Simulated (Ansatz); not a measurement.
## A series in volume scale on Ca

Results calculated with Ansatz 0.2.0, not measured. Periodic Kohn-Sham DFT of a crystal at fixed atoms, scaled to volume_scale times the given cell; pressure positive in compression, energy less spherical unpolarised free atoms, largest_vzz the field gradient of largest size among the nuclei.

The cell before it is scaled or strained (space group Pm-3m, No. 221):
```
cell vectors (Å)
   3.5202     0.0000     0.0000
   0.0000     3.5202     0.0000
   0.0000     0.0000     3.5202
atoms (fractions of the cell vectors)
Ca  0.00000  0.00000  0.00000
```

Settings of every row: method all-electron LAPW; functional PBE; relativity scalar; k mesh 13x13x13; filling fermi-dirac; smearing width 0.05 eV; basis error target 1 meV/atom; nucleus gaussian.

Atom start moment: 0 on all atoms.

Limits: the cell comes from a prototype or a list of computed structures and needn't be the stable phase.

| row | volume scale | V (Å³/atom) | energy less free atoms (eV/atom) | pressure (GPa) |
| --- | --- | --- | --- | --- |
| 1 | 0.95 | 41.441 | -1.5159 | 0.617 |
| 2 | 0.975 | 42.531 | ? | ? |
| 3 | 1 | 43.62 | -1.52 | 0.006 |
| 4 | 1.025 | 44.712 | -1.5191 | -0.257 |
| 5 | 1.05 | 45.803 | -1.5165 | -0.495 |

Question: what energy less free atoms and pressure should row 2 give?

Worked fit of energy less free atoms. Take u = (V_r/V)^(2/3) − 1 with V_r = 44.166 Å³ an atom, which is twice the finite (Eulerian) strain; such expansions in the strain, on which the Birch-Murnaghan equation of state is built, carry the rest volume and the bulk modulus. The shown rows have u = 0.04337, 0.00833, -0.00816, -0.02397. Least squares give energy less free atoms = −1.51977 − 0.056 × u + 3.351 × u² eV/atom; a straight line predicts inner rows, each left out in turn, worse (root mean square 0.0023 against 1.7e-05 eV/atom). All shown rows lie on it to the printed digit. Its lowest point lies at u = 0.0084, or V = 43.62 Å³ an atom, and the curvature there gives the bulk modulus at fixed shape and fractions, B = (4/9)(1 + u)² E″(u)/V = 11.1 GPa. The withheld row has u = 0.02547, so the fit gives −1.51977 − 0.056 × (0.02547) + 3.351 × (0.02547)² = -1.5190 eV/atom.

The calculation gave -1.519 eV/atom. The fit meets it to the printed digit.

Worked fit of pressure. Take u = (V_r/V)^(2/3) − 1 with V_r = 44.166 Å³ an atom, which is twice the finite (Eulerian) strain; such expansions in the strain, on which the Birch-Murnaghan equation of state is built, carry the rest volume and the bulk modulus. The shown rows have u = 0.04337, 0.00833, -0.00816, -0.02397. Least squares give pressure = −0.1288 + 15.959 × u + 28.54 × u² GPa; a straight line predicts inner rows, each left out in turn, worse (root mean square 0.02 against 0.00028 GPa). All shown rows lie on it to the printed digit. The pressure vanishes at u = 0.0080, or V = 43.64 Å³ an atom, and there the bulk modulus at fixed shape and fractions is B = −V dP/dV = (2/3)(1 + u) dP/du = 11 GPa. The withheld row has u = 0.02547, so the fit gives −0.1288 + 15.959 × (0.02547) + 28.54 × (0.02547)² = 0.296 GPa.

The calculation gave 0.297 GPa. The fit lies 0.001 GPa (0.09 % of the column's range) below it, one unit of the last digit.
